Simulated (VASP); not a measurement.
# LiF (P4/mmm) in VASP: notebook

One crystal, LiF, is run at these levels: LDA; tasks: single point.

All numbers are computed with VASP 6.6.1; they aren't measurements. Logs are shortened: lines on timing, memory, paths and dates and some standing lists are left out, and cuts for length are marked.

### Step 1. The cell of the first run

It takes space group P4/mmm (No. 123, tetragonal). The conventional cell has a = 2.624 Å, b = 2.624 Å, c = 2.496 Å, α = 90.00°, β = 90.00°, γ = 90.00°. Li (site symmetry 4/mmm) has 8 F at 2.24 Å and 2 Li at 2.50 Å as nearest neighbours. F (site symmetry 4/mmm) has 8 Li at 2.24 Å and 2 F at 2.50 Å as nearest neighbours.

Measurements of this composition are mostly on another form, of space group No. 225.

### Step 2. Single point, LDA (strain +0.025 along x and y, -0.025 along z, atoms carried along)

The input, INCAR:

```
ALGO = Normal ; EDIFF = 1E-7
ENCUT = 520 ; GGA = CA
ISIF = 2 ; ISMEAR = 0
LASPH = True ; LCHARG = False
LREAL = False ; LWAVE = False
NBANDS = 12 ; NELM = 60
PREC = Accurate ; SIGMA = 0.05
```

The input, KPOINTS:

```
k-points
0
Gamma
  10 10 10
```

The input, POSCAR:

```
LiF
1.0
    2.6235213250      0.0000000000      0.0000000000
    0.0000000000      2.6235213250      0.0000000000
    0.0000000000      0.0000000000      2.4955446750
Li F
1 1
Direct
    0.0000000000      0.0000000000      0.0000000000
    0.5000000000      0.5000000000      0.5000000000
```

Potentials or basis: VASP PAW LDA potentials, release 64 (Li_sv, F).

Launch:

```console
> cat potpaw_LDA.64/Li_sv/POTCAR potpaw_LDA.64/F/POTCAR > POTCAR
> mpirun -np 1 vasp_std > vasp.out
```

OUTCAR:

```text
EDIFF = 1E-7
   ENCUT = 520
   GGA = CA
   ISIF = 2
   ISMEAR = 0
   LASPH = True
   LREAL = False
   NELM = 60
   PREC = Accurate

 ion  position               nearest neighbor table
   1  0.000  0.000  0.000-   2 2.24   2 2.24   2 2.24   2 2.24   2 2.24   2 2.24   2 2.24   2 2.24

   2  0.500  0.500  0.500-   1 2.24   1 2.24   1 2.24   1 2.24   1 2.24   1 2.24   1 2.24   1 2.24

  LATTYP: Found a simple tetragonal cell.
 ALAT       =     2.6235213250
 C/A-ratio  =     0.9512195122

  Lattice vectors:

 A1 = (   2.6235213250,   0.0000000000,   0.0000000000)
 A2 = (   0.0000000000,   2.6235213250,   0.0000000000)
 A3 = (   0.0000000000,   0.0000000000,   2.4955446750)

Analysis of symmetry for initial positions (statically):
=====================================================================
 Subroutine PRICEL returns:
 Original cell was already a primitive cell.

 Routine SETGRP: Setting up the symmetry group for a
 simple tetragonal supercell.

 Subroutine GETGRP returns: Found 16 space group operations
 (whereof 16 operations were pure point group operations)
 out of a pool of 16 trial point group operations.

The static configuration has the point symmetry D_4h.

Analysis of symmetry for dynamics (positions and initial velocities):
=====================================================================
 Subroutine PRICEL returns:
 Original cell was already a primitive cell.

 Routine SETGRP: Setting up the symmetry group for a
 simple tetragonal supercell.

 Subroutine GETGRP returns: Found 16 space group operations
 (whereof 16 operations were pure point group operations)
 out of a pool of 16 trial point group operations.

The dynamic configuration has the point symmetry D_4h.

 Subroutine INISYM returns: Found 16 space group operations
 (whereof 16 operations are pure point group operations),
 and found     1 'primitive' translations

----------------------------------------------------------------------------------------

                                     Primitive cell

  volume of cell :      17.1765

  direct lattice vectors                    reciprocal lattice vectors
     2.623521325  0.000000000  0.000000000     0.381167094  0.000000000  0.000000000
     0.000000000  2.623521325  0.000000000     0.000000000  0.381167094  0.000000000
     0.000000000  0.000000000  2.495544675     0.000000000  0.000000000  0.400714125

  length of vectors
     2.623521325  2.623521325  2.495544675     0.381167094  0.381167094  0.400714125

  position of ions in fractional coordinates (direct lattice)
     0.000000000  0.000000000  0.000000000
     0.500000000  0.500000000  0.500000000

  ion indices of the primitive-cell ions
   primitive index   ion index
                 1           1
                 2           2

----------------------------------------------------------------------------------------

 KPOINTS: k-points

Automatic generation of k-mesh.
 Grid dimensions read from file:
 generate k-points for:   10   10   10

 Generating k-lattice:

  Cartesian coordinates                     Fractional coordinates (reciprocal lattice)
     0.038116709  0.000000000  0.000000000     0.100000000  0.000000000  0.000000000
     0.000000000  0.038116709  0.000000000     0.000000000  0.100000000  0.000000000
     0.000000000  0.000000000  0.040071412     0.000000000  0.000000000  0.100000000

  Length of vectors
     0.038116709  0.038116709  0.040071412

  Shift w.r.t. Gamma in fractional coordinates (k-lattice)
     0.000000000  0.000000000  0.000000000

 Subroutine IBZKPT returns following result:
 ===========================================

 Found    126 irreducible k-points:

 Following reciprocal coordinates:
            Coordinates               Weight
  0.000000  0.000000  0.000000      1.000000
  0.100000  0.000000  0.000000      4.000000
  0.200000  0.000000  0.000000      4.000000
  0.300000  0.000000  0.000000      4.000000
  0.400000  0.000000  0.000000      4.000000
  0.500000  0.000000  0.000000      2.000000
[... 16 lines left out ...]
  0.100000  0.000000  0.100000      8.000000
  0.200000  0.000000  0.100000      8.000000
 [... further k-points ...]
   k-points           NKPTS =    126   k-points in BZ     NKDIM =    126   number of bands    NBANDS=     12
   number of dos      NEDOS =    301   number of ions     NIONS =      2
   total plane-waves  NPLWV =   8000
   dimension x,y,z NGX =    20 NGY =   20 NGZ =   20
   dimension x,y,z NGXF=    40 NGYF=   40 NGZF=   40
   ions per type =               1   1
   NGX,Y,Z   is equivalent  to a cutoff of  12.67, 12.67, 13.32 a.u.
   NGXF,Y,Z  is equivalent  to a cutoff of  25.35, 25.35, 26.65 a.u.
 SYSTEM =  unknown system
   PREC   = accura    normal or accurate (medium, high low for compatibility)
   ISTART =      0    job   : 0-new  1-cont  2-samecut
   ICHARG =      2    charge: 1-file 2-atom 10-const
   ISPIN  =      1    spin polarized calculation?
   LNONCOLLINEAR =      F non collinear calculations
   LSORBIT =      F    spin-orbit coupling
   LASPH  =      T    aspherical Exc in radial PAW
   ENCUT  =  520.0 eV  38.22 Ry    6.18 a.u.   4.88  4.88  4.64*2*pi/ulx,y,z
   NELM   =     60;   NELMIN=  2; NELMDL= -5     # of ELM steps
   EDIFF  = 0.1E-06   stopping-criterion for ELM
   LREAL  =      F    real-space projection
   EDIFFG = 0.1E-05   stopping-criterion for IOM
   NSW    =      0    number of steps for IOM
   IBRION =     -1    ionic relax: 0-MD 1-quasi-New 2-CG
   NFREE  =      0    steps in history (QN), initial steepest desc. (CG)
   ISIF   =      2    stress and relaxation
   ISYM   =      2    0-nonsym 1-usesym 2-fastsym
   POTIM  = 0.5000    time-step for ionic-motion
   TEBEG  =    0.0;   TEEND  =   0.0 temperature during run
   PSTRESS=    0.0 pullay stress
   NELECT =      10.0000    total number of electrons
   NUPDOWN=      -1.0000    fix difference up-down
   EMIN   =  10.00;   EMAX   =-10.00  energy-range for DOS
   EFERMI =   0.00;   METHOD = LEGACY
   ISMEAR =     0;   SIGMA  =   0.05  broadening in eV -4-tet -1-fermi 0-gaus
   EFERMI_NEDOS =   21; number of points for ismear=-14 and -15
   IALGO  =     38    algorithm
   IMIX   =      4    mixing-type and parameters
     AMIX     =   0.40;   BMIX     =  1.00
     AMIX_MAG =   1.60;   BMIX_MAG =  1.00
  volume/ion in A,a.u.               =       8.59        57.96
  Fermi-wavevector in a.u.,A,eV,Ry     =   1.366984  2.583225 25.424449  1.868644
  Thomas-Fermi vector in A             =   2.493076
   LORBIT       =      0    0 simple, 1 ext, 2 COOP (PROOUT), +10 PAW based schemes
   GGA     = CA    functional components
   LHFCALC =     F    Hartree Fock is set to
   AEXX    =    0.0000 exact exchange contribution
   IVDW    =     0    specifies the selected vdW correction
   LEPSILON=     F    determine dielectric tensor
   LRPA    =     F    only Hartree local field effects (RPA)
 non-spin polarized calculation
 Gauss-broadening in eV      SIGMA  =   0.05
  energy-cutoff  :      520.00
  volume of cell :       17.18
 maximum number of plane-waves:       480
 NGX is ok and might be reduce to    20
   NGX =  9   NGY =  9   NGZ =  9

 number of electron      10.0000000 magnetization

 number of electron       9.9999985 magnetization

 Free energy of the ion-electron system (eV)
  ---------------------------------------------------
  ext. energy  EPLUGINS =         0.00000000
  ---------------------------------------------------
  free energy    TOTEN  =        -9.82590777 eV

  energy without entropy =       -9.82590777  energy(sigma->0) =       -9.82590777

 E-fermi :   0.1533     XC(G=0): -10.4559

 val. band max:       -0.1158250755   @ k =   0.5000   0.5000   0.0000
 cond. band min:       6.7266232324   @ k =   0.0000   0.0000   0.0000
 fundamental gap:      6.8424483079
 Fermi energy:         0.1533496492

 k-point     1 :       0.0000    0.0000    0.0000
  band No.  band energies     occupation
      1     -42.0574      2.00000
      2     -20.6695      2.00000
      3      -1.1878      2.00000
      4      -1.1878      2.00000
      5      -0.6535      2.00000
      6       6.7266      0.00000
      7      17.3078      0.00000
      8      18.5872      0.00000
      9      19.3939      0.00000
     10      19.3939      0.00000
     11      20.8457      0.00000
     12      35.8908      0.00000

 k-point     2 :       0.1000    0.0000    0.0000
  band No.  band energies     occupation
      1     -42.0534      2.00000
      2     -20.6331      2.00000
      3      -1.5200      2.00000
      4      -1.1524      2.00000
      5      -0.6244      2.00000
      6       6.9699      0.00000
      7      16.1120      0.00000
      8      18.5172      0.00000
      9      19.3243      0.00000
     10      20.8174      0.00000
     11      21.4243      0.00000
     12      34.7184      0.00000

 k-point     3 :       0.2000    0.0000    0.0000
  band No.  band energies     occupation
      1     -42.0428      2.00000
      2     -20.5356      2.00000
      3      -2.3025      2.00000
      4      -1.0586      2.00000
      5      -0.5475      2.00000
      6       7.5037      0.00000
      7      14.6175      0.00000
      8      19.1283      0.00000
      9      19.1347      0.00000
     10      20.7322      0.00000
     11      24.5775      0.00000
     12      32.1967      0.00000

 k-point     4 :       0.3000    0.0000    0.0000
  band No.  band energies     occupation
      1     -42.0295      2.00000
      2     -20.4105      2.00000
      3      -3.1502      2.00000
      4      -0.9397      2.00000
      5      -0.4506      2.00000
      6       8.0014      0.00000
      7      13.5850      0.00000
      8      18.8597      0.00000
      9      20.2160      0.00000
     10      20.6026      0.00000
     11      28.0864      0.00000
     12      29.1329      0.00000

 k-point     5 :       0.4000    0.0000    0.0000
  band No.  band energies     occupation
      1     -42.0188      2.00000
      2     -20.3061      2.00000
      3      -3.7707      2.00000
      4      -0.8410      2.00000
      5      -0.3707      2.00000
      6       8.2915      0.00000
      7      13.0293      0.00000
      8      18.6211      0.00000
      9      20.4772      0.00000
     10      21.7280      0.00000
     11      26.1067      0.00000
     12      31.2812      0.00000
[... 228 lines left out ...]
      1     -41.9792      2.00000
      2     -19.7848      2.00000
      3      -3.6532      2.00000
      4      -3.6532      2.00000
      5      -0.1158      2.00000
      6      12.2387      0.00000
      7      12.7223      0.00000
      8      12.7223      0.00000
      9      19.0085      0.00000
     10      23.6245      0.00000
     11      28.9305      0.00000
     12      28.9305      0.00000

 k-point    22 :       0.0000    0.0000    0.1000
  band No.  band energies     occupation
      1     -42.0514      2.00000
      2     -20.6178      2.00000
      3      -1.1436      2.00000
      4      -1.1436      2.00000
      5      -1.0512      2.00000
      6       6.9567      0.00000
      7      17.0940      0.00000
      8      17.5482      0.00000
      9      19.3823      0.00000
     10      19.3823      0.00000
     11      22.9380      0.00000
     12      35.9302      0.00000

 k-point    23 :       0.1000    0.0000    0.1000
  band No.  band energies     occupation
      1     -42.0474      2.00000
      2     -20.5808      2.00000
      3      -1.4783      2.00000
      4      -1.1093      2.00000
      5      -1.0168      2.00000
      6       7.2104      0.00000
      7      16.1399      0.00000
      8      17.3118      0.00000
      9      19.3369      0.00000
     10      20.9086      0.00000
     11      23.2827      0.00000
     12      33.4746      0.00000

 k-point    24 :       0.2000    0.0000    0.1000
  band No.  band energies     occupation
      1     -42.0369      2.00000
      2     -20.4820      2.00000
      3      -2.2575      2.00000
      4      -1.0182      2.00000
      5      -0.9378      2.00000
      6       7.7769      0.00000
      7      14.6340      0.00000
      8      17.6430      0.00000
      9      19.2031      0.00000
     10      22.1308      0.00000
     11      25.2320      0.00000
     12      30.8292      0.00000

 [... further k-points ...]
[... 5 lines left out ...]
  --------------------------------------------------------------------------------------
  -------------------------------------------------------------------------------------
  Total       -1.4333644     -1.4333644     -0.0293393      0.0000000      0.0000000      0.0000000
  in kB     -133.7003793   -133.7003793     -2.7366865      0.0000000      0.0000000      0.0000000
  external PRESSURE =     -90.0458150 kB  Pullay stress =       0.0000000 kB

 VOLUME and BASIS-vectors are now :
 -----------------------------------------------------------------------------
  energy-cutoff  :      520.00
  volume of cell :       17.18
      direct lattice vectors                 reciprocal lattice vectors
     2.623521325  0.000000000  0.000000000     0.381167094  0.000000000  0.000000000
     0.000000000  2.623521325  0.000000000     0.000000000  0.381167094  0.000000000
     0.000000000  0.000000000  2.495544675     0.000000000  0.000000000  0.400714125

 POSITION                                       TOTAL-FORCE (eV/Angst)
 -----------------------------------------------------------------------------------
      0.00000      0.00000      0.00000         0.000000      0.000000      0.000000
      1.31176      1.31176      1.24777         0.000000      0.000000      0.000000
 -----------------------------------------------------------------------------------
    total drift:                                0.000000      0.000000      0.000000

  FREE ENERGIE OF THE ION-ELECTRON SYSTEM (eV)
  ---------------------------------------------------
  free  energy   TOTEN  =        -9.8259077717 eV

  energy  without entropy=       -9.8259077717  energy(sigma->0) =       -9.82590777
```

Wall time 18 s (1 thread of Intel Xeon Platinum 8488C (Sapphire Rapids), shared host); peak memory 0.12 GiB.

Results:

| Item | Value |
| --- | --- |
| Free energy | -9.8259 eV |
| Band gap on the k mesh | 6.84 eV, indirect (least direct gap 7.38 eV) |

Levels at points of the mesh, in eV from the valence-band top:
```tsv
k point	band 1	band 2	band 3	band 4	band 5	band 6	band 7	band 8	band 9	band 10
(0.00, 0.00, 0.00)	-41.94	-20.55	-1.07	-1.07	-0.54	6.84	17.42	18.70	19.51	19.51
(0.50, 0.00, 0.00)	-41.90	-20.15	-3.88	-0.69	-0.22	8.49	12.98	18.64	20.54	23.51
(0.50, 0.50, 0.00)	-41.86	-19.67	-3.54	-3.54	0.00	12.35	12.84	12.84	19.12	23.74
(0.00, 0.00, 0.50)	-41.88	-19.97	-3.89	-0.59	-0.59	8.21	13.64	19.20	19.20	23.05
(0.50, 0.00, 0.50)	-41.84	-19.51	-3.51	-3.32	-0.33	12.46	12.76	13.22	18.30	22.57
(0.50, 0.50, 0.50)	-41.81	-19.13	-2.59	-2.38	-2.38	10.14	10.55	10.55	22.73	22.73
```

Caveat: the cutoff is under 1.25 times the usual one of these potentials, so pressure, stress and relaxed cells hold a basis-set (Pulay) error.

### Step 3. Single point, LDA (strain +0.050 along x and y, -0.050 along z, atoms carried along)

The input, INCAR:

```
SYSTEM = LiF
  PREC = Accurate
  ENCUT = 520
  EDIFF = 1E-6
  ISMEAR = 0
  SIGMA = 0.05
  LREAL = .False.
  LASPH = .True.
  NELM = 100
  ALGO = Normal
  ISIF = 2
  LWAVE = .False.
  LCHARG = .False.
  GGA = CA
  NBANDS = 12
```

The input, KPOINTS:

```
regular mesh
0
Gamma
  10 10 10
  0 0 0
```

The input, POSCAR:

```
LiF
1.0
    2.6875096500      0.0000000000      0.0000000000
    0.0000000000      2.6875096500      0.0000000000
    0.0000000000      0.0000000000      2.4315563500
Li F
1 1
Direct
    0.0000000000      0.0000000000      0.0000000000
    0.5000000000      0.5000000000      0.5000000000
```

Potentials or basis: VASP PAW LDA potentials, release 64 (Li_sv, F).

Launch:

```console
> cat potpaw_LDA.64/Li_sv/POTCAR potpaw_LDA.64/F/POTCAR > POTCAR
> mpirun -np 1 vasp_std > vasp.out
```

Wall time 13 s (1 thread of Intel Xeon Platinum 8488C (Sapphire Rapids), shared host); peak memory 0.12 GiB.

It converged, with:

```yaml
Free_energy: -9.7345 eV
Band_gap_on_the_k_mesh: 6.32 eV, indirect (least direct gap 6.73 eV)
```

Levels at points of the mesh, in eV from the valence-band top:
| k point | band 2 | band 3 | band 4 | band 5 | band 6 | band 7 | band 8 | band 9 |
| --- | --- | --- | --- | --- | --- | --- | --- | --- |
| (0.00, 0.00, 0.00) | -20.74 | -1.47 | -1.47 | -0.42 | 6.32 | 16.43 | 18.47 | 18.47 |
| (0.50, 0.00, 0.00) | -20.40 | -4.06 | -1.11 | -0.18 | 8.09 | 12.22 | 17.39 | 21.20 |
| (0.50, 0.50, 0.00) | -19.98 | -3.78 | -3.78 | 0.00 | 11.65 | 12.31 | 12.31 | 19.16 |
| (0.00, 0.00, 0.50) | -20.04 | -4.08 | -0.89 | -0.89 | 7.63 | 13.52 | 18.52 | 18.52 |
| (0.50, 0.00, 0.50) | -19.65 | -3.73 | -3.35 | -0.67 | 11.62 | 12.49 | 13.10 | 17.57 |
| (0.50, 0.50, 0.50) | -19.33 | -2.92 | -2.49 | -2.49 | 9.55 | 10.37 | 10.37 | 21.78 |

Caveat: the cutoff is under 1.25 times the usual one of these potentials, so pressure, stress and relaxed cells hold a basis-set (Pulay) error. A k mesh can miss the band edges.

### Step 4. Single point, LDA (strain +0.000 along x and y, -0.050 along z, atoms carried along)

The input, INCAR:

```
ALGO     = Normal         # electronic algorithm
EDIFF    = 1E-6           # SCF threshold, eV
ENCUT    = 520            # plane-wave cutoff, eV
GGA      = CA             # functional
ISIF     = 2              # what is computed and relaxed
ISMEAR   = 0              # smearing method
LASPH    = True           # aspherical terms in the spheres
LCHARG   = False          # write CHGCAR
LREAL    = False          # projectors in reciprocal space
LWAVE    = False          # write WAVECAR
NBANDS   = 12             # bands
NELM     = 100            # most SCF steps
PREC     = Accurate       # precision mode
SIGMA    = 0.05           # smearing width, eV
```

The input, KPOINTS:

```
k-points
0
Gamma
  10 10 10
```

The input, POSCAR:

```
LiF
1.0
    2.5595330000      0.0000000000      0.0000000000
    0.0000000000      2.5595330000      0.0000000000
    0.0000000000      0.0000000000      2.4315563500
Li F
1 1
Direct
    0.0000000000      0.0000000000      0.0000000000
    0.5000000000      0.5000000000      0.5000000000
```

Launch:

```console
> cat potpaw_LDA.64/Li_sv/POTCAR potpaw_LDA.64/F/POTCAR > POTCAR
> mpirun -np 1 vasp_std > vasp.out
```

It took 20 s on 1 thread of Intel Xeon Platinum 8488C (Sapphire Rapids), shared host; peak memory 0.12 GiB.

Results (log left out):

```yaml
Free_energy: -9.8758 eV
Band_gap_on_the_k_mesh: 7.44 eV, indirect (least direct gap 8.04 eV)
```

Levels at points of the mesh, in eV from the valence-band top:
```tsv
k point	band 3	band 4	band 5	band 6	band 7	band 8
(0.00, 0.00, 0.00)	-1.20	-1.20	-0.60	7.44	17.80	19.18
(0.50, 0.00, 0.00)	-4.26	-0.77	-0.25	8.85	13.76	19.23
(0.50, 0.50, 0.00)	-3.93	-3.93	0.00	12.81	13.39	13.39
(0.00, 0.00, 0.50)	-4.27	-0.66	-0.66	8.52	14.46	19.83
(0.50, 0.00, 0.50)	-3.90	-3.69	-0.37	12.96	13.21	13.78
(0.50, 0.50, 0.50)	-2.88	-2.65	-2.65	10.27	10.69	10.69
```

Caveat: the cutoff is under 1.25 times the usual one of these potentials, so pressure, stress and relaxed cells hold a basis-set (Pulay) error. A k mesh can miss the band edges.

### Step 5. Overview

| cell | gap on the mesh (eV) |
| --- | --- |
| strain +0.025 along x and y, -0.025 along z, atoms carried along | 6.84 |
| strain +0.050 along x and y, -0.050 along z, atoms carried along | 6.32 |
| strain +0.000 along x and y, -0.050 along z, atoms carried along | 7.44 |

Alike in all rows: task single point; level LDA; potentials or basis VASP PAW LDA potentials, release 64 (Li_sv, F); no spin polarisation; k mesh 10 × 10 × 10; cutoff (eV) 520; smearing gaussian 0.05 eV.

Caveats: the cutoff is under 1.25 times the usual one of these potentials, so pressure, stress and relaxed cells hold a basis-set (Pulay) error.

Total energies depend on the potentials used, so only differences within one code and one set of settings carry meaning.
